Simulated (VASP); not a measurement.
Computed with LDA (Ceperley-Alder, Perdew-Zunger), VASP's LDA PAW potentials (set 64) (plane waves; VASP 6.6.1).

A VASP calculation is set up with these files.

KPOINTS:
```
Automatic mesh
0
Gamma
7 7 7
0 0 0
```

POSCAR:
```
LaAlO3
1
    3.7415243827     0.0000000000     0.0000000000
    0.0000000000     3.7415243827     0.0000000000
    0.0000000000     0.0000000000     3.7415243827
La Al O
1 1 3
Direct
  0.0000000000   0.0000000000   0.0000000000
  0.5000000000   0.5000000000   0.5000000000
  0.5000000000   0.0000000000   0.5000000000
  0.0000000000   0.5000000000   0.5000000000
  0.5000000000   0.5000000000   0.0000000000
```

INCAR:
```
SYSTEM = LaAlO3
PREC = Accurate; ENCUT = 520; LREAL = .FALSE.
LASPH = .TRUE.
EDIFF = 1E-7; NELM = 100; ALGO = Normal
LMAXMIX = 6
ISMEAR = -5
ISIF = 2
LWAVE = .FALSE.; LCHARG = .TRUE.; LORBIT = 11
NEDOS = 601
LEFG = .TRUE.
```

POTCAR, in this order: La Al O (LDA.64 set). Program: vasp_std.

What VASP printed:

OUTCAR:
```
 ion  position               nearest neighbor table
   1  0.000  0.000  0.000-   3 2.65   4 2.65   5 2.65   3 2.65   4 2.65   4 2.65   5 2.65   4 2.65
                             3 2.65   5 2.65   3 2.65   5 2.65   2 3.24   2 3.24   2 3.24   2 3.24
   2  0.500  0.500  0.500-   3 1.87   4 1.87   5 1.87   5 1.87   3 1.87   4 1.87   1 3.24   1 3.24
                             1 3.24   1 3.24   1 3.24   1 3.24   1 3.24   1 3.24
   3  0.500  0.000  0.500-   2 1.87   2 1.87   1 2.65   1 2.65   1 2.65   1 2.65
   4  0.000  0.500  0.500-   2 1.87   2 1.87   1 2.65   1 2.65   1 2.65   1 2.65
   5  0.500  0.500  0.000-   2 1.87   2 1.87   1 2.65   1 2.65   1 2.65   1 2.65
  LATTYP: Found a simple cubic cell.
 ALAT       =     3.7415243827
 Subroutine PRICEL returns:
 Original cell was already a primitive cell.
 Subroutine GETGRP returns: Found 48 space group operations
The static configuration has the point symmetry O_h .
The dynamic configuration has the point symmetry O_h .
 Subroutine INISYM returns: Found 48 space group operations
 Subroutine IBZKPT returns following result:
 Found     20 irreducible k-points:

 Following reciprocal coordinates:
            Coordinates               Weight
  0.000000  0.000000  0.000000      1.000000
  0.142857  0.000000  0.000000      6.000000
  0.285714  0.000000  0.000000      6.000000
  0.428571  0.000000  0.000000      6.000000
  0.142857  0.142857  0.000000     12.000000
  0.285714  0.142857  0.000000     24.000000
  0.428571  0.142857  0.000000     24.000000
  0.285714  0.285714  0.000000     12.000000
  0.428571  0.285714  0.000000     24.000000
  0.428571  0.428571  0.000000     12.000000
  0.142857  0.142857  0.142857      8.000000
  0.285714  0.142857  0.142857     24.000000
  0.428571  0.142857  0.142857     24.000000
  0.285714  0.285714  0.142857     24.000000
  0.428571  0.285714  0.142857     48.000000
  0.428571  0.428571  0.142857     24.000000
  0.285714  0.285714  0.285714      8.000000
  0.428571  0.285714  0.285714     24.000000
  0.428571  0.428571  0.285714     24.000000
  0.428571  0.428571  0.428571      8.000000
   k-points           NKPTS =     20   k-points in BZ     NKDIM =     20   number of bands    NBANDS=     20
   number of dos      NEDOS =    601   number of ions     NIONS =      5
   total plane-waves  NPLWV =  21952
   dimension x,y,z NGX =    28 NGY =   28 NGZ =   28
   dimension x,y,z NGXF=    56 NGYF=   56 NGZF=   56
   ions per type =               1   1   3
   PREC   = accura    normal or accurate (medium, high low for compatibility)
   ISTART =      0    job   : 0-new  1-cont  2-samecut
   ICHARG =      2    charge: 1-file 2-atom 10-const
   ISPIN  =      1    spin polarized calculation?
   LNONCOLLINEAR =      F non collinear calculations
   LSORBIT =      F    spin-orbit coupling
   INIWAV =      1    electr: 0-lowe 1-rand  2-diag
   ENCUT  =  520.0 eV  38.22 Ry    6.18 a.u.   6.96  6.96  6.96*2*pi/ulx,y,z
   NELM   =    100;   NELMIN=  2; NELMDL= -5     # of ELM steps
   EDIFF  = 0.1E-06   stopping-criterion for ELM
   LREAL  =      F    real-space projection
   NLSPLINE    = F    spline interpolate recip. space projectors
   LMAXMIX     =    6 max onsite mixed and CHGCAR
   VOSKOWN=      0    Vosko Wilk Nusair interpolation
   EDIFFG = 0.1E-05   stopping-criterion for IOM
   NSW    =      0    number of steps for IOM
   NBLOCK =      1;   KBLOCK =      1    inner block; outer block
   IBRION =     -1    ionic relax: 0-MD 1-quasi-New 2-CG
   NFREE  =      0    steps in history (QN), initial steepest desc. (CG)
   ISIF   =      2    stress and relaxation
   ISYM   =      2    0-nonsym 1-usesym 2-fastsym
   TEIN   =    0.0    initial temperature
   TEBEG  =    0.0;   TEEND  =   0.0 temperature during run
   SMASS  =  -3.00    Nose mass-parameter (am)
   PSTRESS=    0.0 pullay stress
   NELECT =      32.0000    total number of electrons
   EFERMI =   0.00;   METHOD = LEGACY
   ISMEAR =    -5;   SIGMA  =   0.20  broadening in eV -4-tet -1-fermi 0-gaus
...
```

OSZICAR:
```
       N       E                     dE             d eps       ncg     rms          rms(c)
DAV:   1     0.303819784059E+03    0.30382E+03   -0.14164E+04   880   0.250E+03
DAV:   2     0.335120108446E+02   -0.27031E+03   -0.24268E+03   988   0.378E+02
DAV:   3    -0.431820651776E+02   -0.76694E+02   -0.74626E+02  1240   0.201E+02
DAV:   4    -0.484476085687E+02   -0.52655E+01   -0.52503E+01  1272   0.524E+01
DAV:   5    -0.487914577496E+02   -0.34385E+00   -0.34351E+00  1208   0.120E+01    0.127E+01
DAV:   6    -0.444721150881E+02    0.43193E+01   -0.29161E+01  1200   0.347E+01    0.511E+00
DAV:   7    -0.444501886310E+02    0.21926E-01   -0.12049E+00  1392   0.940E+00    0.253E+00
DAV:   8    -0.444053677559E+02    0.44821E-01   -0.10483E-01  1232   0.343E+00    0.468E-01
DAV:   9    -0.444020330801E+02    0.33347E-02   -0.18882E-02  1312   0.104E+00    0.152E-01
DAV:  10    -0.444021464725E+02   -0.11339E-03   -0.11521E-03  1280   0.244E-01    0.392E-02
DAV:  11    -0.444021496921E+02   -0.32196E-05   -0.71823E-05  1432   0.788E-02    0.175E-02
DAV:  12    -0.444021481048E+02    0.15873E-05   -0.14939E-05  1280   0.380E-02    0.414E-03
DAV:  13    -0.444021481495E+02   -0.44747E-07   -0.66596E-07  1024   0.638E-03
   1 F= -.44402148E+02 E0= -.44402148E+02  d E =0.000000E+00
```

File OUTCAR:
```
------------------------ aborting loop because EDIFF is reached ----------------------------------------
  FORCE on cell =-STRESS in cart. coord.  units (eV):
  Direction    XX          YY          ZZ          XY          YZ          ZX
  --------------------------------------------------------------------------------------
  Total       -0.0661253     -0.0661253     -0.0661253      0.0000000     -0.0000000      0.0000000
  in kB       -2.0227036     -2.0227036     -2.0227036      0.0000000     -0.0000000      0.0000000
  external PRESSURE =      -2.0227036 kB  Pullay stress =       0.0000000 kB
  volume of cell :       52.38
      direct lattice vectors                 reciprocal lattice vectors
     3.741524383  0.000000000  0.000000000     0.267270743  0.000000000  0.000000000
     0.000000000  3.741524383  0.000000000     0.000000000  0.267270743  0.000000000
     0.000000000  0.000000000  3.741524383     0.000000000  0.000000000  0.267270743
 POSITION                                       TOTAL-FORCE (eV/Angst)
 -----------------------------------------------------------------------------------
      0.00000      0.00000      0.00000         0.000000      0.000000      0.000000
      1.87076      1.87076      1.87076         0.000000      0.000000      0.000000
      1.87076      0.00000      1.87076         0.000000      0.000000      0.000000
      0.00000      1.87076      1.87076         0.000000      0.000000      0.000000
      1.87076      1.87076      0.00000         0.000000      0.000000      0.000000
 -----------------------------------------------------------------------------------
    total drift:                                0.000000      0.000000      0.000000
  FREE ENERGIE OF THE ION-ELECTRON SYSTEM (eV)
  ---------------------------------------------------
  free  energy   TOTEN  =       -44.4021481495 eV

  energy  without entropy=      -44.4021481495  energy(sigma->0) =      -44.40214815

 total charge

# of ion       s       p       d       f       tot
--------------------------------------------------
    1        2.025   5.703   0.583   0.235   8.546
    2        0.319   0.443   0.000   0.000   0.762
    3        1.541   3.558   0.000   0.000   5.099
    4        1.541   3.558   0.000   0.000   5.099
    5        1.541   3.558   0.000   0.000   5.099
--------------------------------------------------
tot          6.967  16.820   0.583   0.235  24.606
```
(Selected blocks of OUTCAR.)

**OUTCAR**
```
 val. band max:        8.1251362888   @ k =   0.0000   0.0000   0.0000

 cond. band min:      11.6797259625   @ k =   0.0000   0.0000   0.0000


 Fermi energy:         8.1721430286

 k-point     1 :       0.0000    0.0000    0.0000
  band No.  band energies     occupation
      1     -21.8917      2.00000
      2      -9.8210      2.00000
      3      -7.5942      2.00000
      4      -7.5942      2.00000
      5      -5.5338      2.00000
      6      -5.5338      2.00000
      7      -5.5338      2.00000
      8       3.6811      2.00000
      9       3.6811      2.00000
     10       3.6811      2.00000
     11       6.6518      2.00000
     12       6.6518      2.00000
     13       6.6518      2.00000
     14       8.1251      2.00000
     15       8.1251      2.00000
     16       8.1251      2.00000
     17      11.6797      0.00000
     18      11.6797      0.00000
     19      12.9289      0.00000
     20      13.2006      0.00000

 k-point     2 :       0.1429    0.0000    0.0000
  band No.  band energies     occupation
      1     -21.8695      2.00000
      2      -9.8950      2.00000
      3      -7.8708      2.00000
      4      -7.5791      2.00000
      5      -5.4929      2.00000
      6      -5.4929      2.00000
      7      -5.1785      2.00000
      8       3.6264      2.00000
      9       3.6264      2.00000
     10       3.6853      2.00000
     11       6.3427      2.00000
     12       6.5083      2.00000
     13       6.5083      2.00000
     14       7.7055      2.00000
     15       7.9727      2.00000
     16       7.9727      2.00000
     17      11.9790      0.00000
     18      12.0994      0.00000
     19      12.8807      0.00000
     20      13.1416      0.00000

 k-point     3 :       0.2857    0.0000    0.0000
  band No.  band energies     occupation
      1     -21.8186      2.00000
      2     -10.1126      2.00000
      3      -8.2089      2.00000
      4      -7.5449      2.00000
      5      -5.3979      2.00000
...
```

The compound is LaAlO3 in the cubic perovskite structure, the ideal cubic form; the compound distorts at low or room temperature. It was relaxed first, which changed the volume by -5 %.
